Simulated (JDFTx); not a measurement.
ZrN under changes of volume

One of the cells (12.167 Å³/atom); the others are scaled copies at fixed shape and fractional positions:

```xyz
2
Lattice="0.0000 2.3000 2.3000 2.3000 0.0000 2.3000 2.3000 2.3000 0.0000" Properties=species:S:1:pos:R:3 pbc="T T T"
Zr    2.3000    2.3000    2.3000
N     0.0000    0.0000    0.0000
```

```yaml
Program: JDFTx 1.7.0 (patched build)
Functional: PBE
Potentials_or_basis: PseudoDojo-SR-PBE-0.5-standard
Cutoff: 1143 eV
Density_cutoff: 4572 eV
k_mesh: 10 × 10 × 10
Occupations: fermi-dirac, width 0.05 eV
Spin: no spin polarisation
```

```csv
volume (Å³/atom),energy over the lowest point (meV/atom),pressure (GPa)
11.437,34.62,16.8
11.680,14.14,10.3
11.924,2.91,4.6
12.167,0.00,-0.6
12.410,4.56,-5.3
12.654,15.85,-9.5
12.897,?,?
```

Task: What does the run at 12.897 Å³/atom give?

Result: Energy over the lowest point 33.17 meV/atom; pressure -13.3 GPa.

Worked out: A Birch-Murnaghan fit of order 3 (a polynomial in V^(-2/3)) to the other rows has its minimum at 12.14 Å³/atom with B0 = V·E''(V) = 248 GPa and B' = 4.4. It gives 33.10 meV/atom at 12.897 Å³/atom, against the run's 33.17, and -dE/dV = -13.2 GPa, against -13.3.

Energies are extrapolated to zero smearing.
